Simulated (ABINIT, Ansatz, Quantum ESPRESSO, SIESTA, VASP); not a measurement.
**SiO2: programs and potentials compared**

```xyz
12
Lattice="4.9820 0.0000 0.0000 0.0000 4.9820 0.0000 0.0000 0.0000 6.9630" Properties=species:S:1:pos:R:3 pbc="T T T"
Si    3.9805    1.0015    5.2222
Si    3.4925    3.4925    3.4815
Si    1.0015    3.9805    1.7408
Si    1.4895    1.4895    0.0000
O     0.5155    1.1951    5.7227
O     1.2959    3.0065    0.5004
O     4.4665    3.7869    2.2412
O     3.6861    1.9755    3.9819
O     3.0065    1.2959    6.4626
O     3.7869    4.4665    4.7218
O     1.9755    3.6861    2.9811
O     1.1951    0.5155    1.2403
```

Alike in all runs: task single point; functional PBE; k mesh 6 × 6 × 4; occupations fermi-dirac, width 0.05 eV; no spin polarisation; no spin-orbit coupling. Pressure is positive in compression and, in plane waves, holds the error of the finite cutoff.

```tsv
program and potentials	plane-wave cutoff (eV)	notes	band gap (eV)	pressure (GPa)	largest force (eV/Å)
Quantum ESPRESSO, SSSP 1.3 efficiency PBE	748	-	?	?	?
Ansatz, all-electron LAPW, scalar-relativistic	-	-	5.77	6.28	0.410
VASP, PBE PAW files O, Si, 520 eV	520	-	5.76	6.43	0.405
ABINIT, JTH PAW PBE v2.0	626	-	5.75	4.51	0.291
SIESTA, files PseudoDojo sr-pbe-0.4.1-standard, DZP (energy shift 0.003 Ry)	-	atomic basis	6.09	8.54	0.766
```

Task: Estimate from the other rows what the run with Quantum ESPRESSO, SSSP 1.3 efficiency PBE gave.

Result: Band gap 5.77 eV; pressure 6.72 GPa; largest force 0.437 eV/Å. The other rows, which needn't bracket it: band gap 5.75 to 6.09; pressure 4.51 to 8.54; largest force 0.291 to 0.766.
